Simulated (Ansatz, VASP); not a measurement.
**One calculation of Be, two programs**

The input INCAR:

```
PREC     = Accurate       # precision mode
ENCUT    = 520            # plane-wave cutoff, eV
EDIFF    = 1E-7           # SCF threshold, eV
ISMEAR   = 0              # smearing method
SIGMA    = 0.15           # smearing width, eV
LREAL    = False          # projectors in reciprocal space
LASPH    = True           # aspherical terms in the spheres
NELM     = 100            # most SCF steps
ALGO     = Normal         # electronic algorithm
ISIF     = 2              # what is computed and relaxed
LWAVE    = False          # write WAVECAR
LCHARG   = False          # write CHGCAR
GGA      = PS             # functional
NBANDS   = 9              # bands
```

File KPOINTS:

```
Automatic mesh
0
Gamma
  24 24 14
```

File POSCAR:

```
Be
1.0
    2.1845268857      0.0000000000      0.0000000000
   -1.0922634429      1.8918557782      0.0000000000
    0.0000000000      0.0000000000      3.6009000000
Be
2
Direct
    0.3333333333      0.6666666667      0.2500000000
    0.6666666667      0.3333333333      0.7500000000
```

Input for Ansatz:

```yaml
crystal:
  lattice:
    - [2.1845268857, 0.0, 0.0]
    - [-1.0922634429, 1.8918557782, 0.0]
    - [0.0, 0.0, 3.6009]
  atoms:
    - { symbol: Be, position: [0.3333333333, 0.6666666667, 0.25] }
    - { symbol: Be, position: [0.6666666667, 0.3333333333, 0.75] }
basis:
  ecutwfc: 420
kpoints:
  mp_grid: { grid: [24, 24, 14] }
hamiltonian:
  xc: pbesol
scf:
  occupations: { method: gaussian, width: 0.15 }
output:
  forces: true
  stress: true
  eigenvalues: true
```

Change from the starting cell: strain -0.050 along x and y, +0.000 along z, atoms carried along.

Alike in both runs: task single point; functional PBEsol; k mesh 24 × 24 × 14; occupations gaussian, width 0.15 eV; no spin polarisation.

|  | VASP | Ansatz |
| --- | --- | --- |
| version | VASP 6.6.1 | Ansatz 0.2.0 |
| potentials or method | VASP PAW PBE potentials, release 64 (Be) | scalar-relativistic, plane waves, PAW |
| plane-wave cutoff (eV) | 520 | 420 |
| valence electrons in the cell | 4 | 4 |

|  | VASP | Ansatz | Ansatz less VASP |
| --- | --- | --- | --- |
| gap on the k mesh at the Fermi level (eV) | none | none | - |
| pressure (GPa) | 7.2 | 6.8 | -0.43 |
| largest component of the traceless stress (GPa) | 11.43 | 11.45 | +0.020 |

A gap of «none» marks a metal or a gap that the smearing closes. With one functional, cell and mesh, what is left measures potentials, basis and numerics.

Caveats: the PAW data sets were made with another functional, which shifts forces and pressure a little (VASP).
